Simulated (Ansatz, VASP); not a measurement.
# HfN in VASP and in Ansatz

```
Hf N
1.0
     0.00000    2.23181    2.23181
     2.23181    0.00000    2.23181
     2.23181    2.23181    0.00000
Hf N
1 1
Direct
  0.50000 0.50000 0.50000
  0.00000 0.00000 0.00000
```

Alike in both runs: task single point; functional r2SCAN; k mesh 12 × 12 × 12; occupations gaussian, width 0.05 eV; no spin polarisation.

|  | VASP | Ansatz |
| --- | --- | --- |
| version | VASP 6.6.1 | Ansatz 0.2.0 |
| potentials or method | VASP PAW PBE potentials, release 64 (Hf_pv, N) | scalar-relativistic, plane waves, PAW |
| plane-wave cutoff (eV) | 520 | 500 |
| valence electrons in the cell | 15 | 31 |

VASP gave:

* gap on the k mesh at the Fermi level (eV): none
* pressure (GPa): 9.8

**Question.** Estimate Ansatz's values.

**Answer.** gap on the k mesh at the Fermi level (eV): none; pressure (GPa): 12.6.

A gap of «none» marks a metal or a gap that the smearing closes. The functional is the same, so the differences come from potentials, cutoffs and numerics. The two sets of potentials don't hold the same shells in valence.

Caveats: the PAW data sets were made with another functional, which shifts forces and pressure a little (VASP). The runs have no spin-orbit coupling, so splittings on Hf are missing.
